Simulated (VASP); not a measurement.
BAs, 2 atoms in the cell. It takes space group F-43m (No. 216, cubic). Conventional cell: a = 4.777 Å, b = 4.777 Å, c = 4.777 Å, α = 90.00°, β = 90.00°, γ = 90.00°. Around B (site symmetry -43m) lie 4 As at 2.07 Å. As (site symmetry -43m) is surrounded by 4 B at 2.07 Å. 

| Quantity | Value |
| --- | --- |
| Program | VASP 6.6.1 |
| Task | relaxation of cell and atoms |
| Functional | PBEsol |
| Potentials or basis | VASP PAW PBE potentials, release 64 (B, As) |
| Cutoff | 600 eV |
| k mesh | 10 × 10 × 10 |
| Occupations | gaussian, width 0.02 eV |
| Spin | no spin polarisation |
| Dipole correction | no |
| Further INCAR settings | ALGO = Normal; EDIFF = 1e-06; IBRION = 2; EDIFFG = -0.005; NSW = 100; ISIF = 3 |

Potentials or basis: VASP PAW PBE potentials, release 64 (B, As).

Launch:

```sh
$ cat potpaw_PBE.64/B/POTCAR potpaw_PBE.64/As/POTCAR > POTCAR
$ mpirun -np 1 vasp_std > vasp.out
```

Hardware: 1 thread of Intel(R) Xeon(R) Platinum 8375C CPU @ 2.90GHz (Ice Lake) (shared host).

How long does it take, and how much memory?

Wall time 12 s on 1 thread of Intel(R) Xeon(R) Platinum 8375C CPU @ 2.90GHz (Ice Lake), with other jobs on the host, peak memory 0.16 GiB. Counts: scf iterations 12, k points 47, ion steps 1.
